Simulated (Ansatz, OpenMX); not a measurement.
AlFe: 10 runs at one level of theory

```xyz
2
Lattice="2.9100 0.0000 0.0000 0.0000 2.9100 0.0000 0.0000 0.0000 2.9100" Properties=species:S:1:pos:R:3 pbc="T T T"
Fe    1.4550    1.4550    1.4550
Al    0.0000    0.0000    0.0000
```

Alike in all runs: task band structure; functional PBE; k mesh 9 × 9 × 9; occupations fermi-dirac, width 0.05 eV; collinear spin, ferromagnetic start; no spin-orbit coupling. Pressure is positive in compression and, in plane waves, holds the error of the finite cutoff, which Ansatz's Pulay term estimates and takes out.

| program and potentials | plane-wave cutoff (eV) | notes | pressure (GPa) | net moment per atom (μB) |
| --- | --- | --- | --- | --- |
| Ansatz, Ansatz PAW | 420 | 9.5 valence electrons an atom on average; Pulay term of +0.07 GPa included | -6.11 | 0.33 |
| Ansatz, Ansatz PAW (files of its older set among them) | 900 | 13.5 valence electrons an atom on average | -6.13 | 0.33 |
| Ansatz, SSSP efficiency PAW | 1225 | 9.5 valence electrons an atom on average; Pulay term of +0.15 GPa included | -5.91 | 0.33 |
| OpenMX, OpenMX 2013 PBE set, Fe6.0H-s3p2d2, Al7.0-s2p2d1, grid cutoff 500 Ry | - | atomic basis; 9.5 valence electrons an atom on average | -6.22 | 0.34 |
| Ansatz, all-electron LAPW, scalar-relativistic | - | - | -6.15 | 0.33 |
| Ansatz, PseudoDojo stringent (PBE files) | 1605 | 9.5 valence electrons an atom on average; Pulay term of +0.05 GPa included | -6.22 | 0.35 |
| Ansatz, Ansatz NC | 1225 | 9.5 valence electrons an atom on average; Pulay term of +0.06 GPa included | -6.13 | 0.34 |
| Ansatz, SPMS NC | 871 | 9.5 valence electrons an atom on average | -6.28 | 0.34 |
| Ansatz, PseudoDojo standard (PBE files) | 1225 | 9.5 valence electrons an atom on average; Pulay term of +0.06 GPa included | -6.11 | 0.36 |
| Ansatz, JTH PAW | 1320 | 9.5 valence electrons an atom on average; Pulay term of +0.03 GPa included | -6.49 | 0.33 |

The pressure spans -6.49 (Ansatz, JTH PAW) to -5.91 GPa (Ansatz, SSSP efficiency PAW), with all-electron results at -6.15. The net moment per atom spans 0.33 (Ansatz, Ansatz PAW) to 0.36 μB (Ansatz, PseudoDojo standard (PBE files)), with all-electron results at 0.33. The state is the one that the start led to, which needn't be the lowest. Rows in atomic bases carry the error of their basis and grid, which can be large.

The functional is the same throughout but for its coding, so the spread measures potentials, basis and numerics; runs on potential files found faulty are left out.
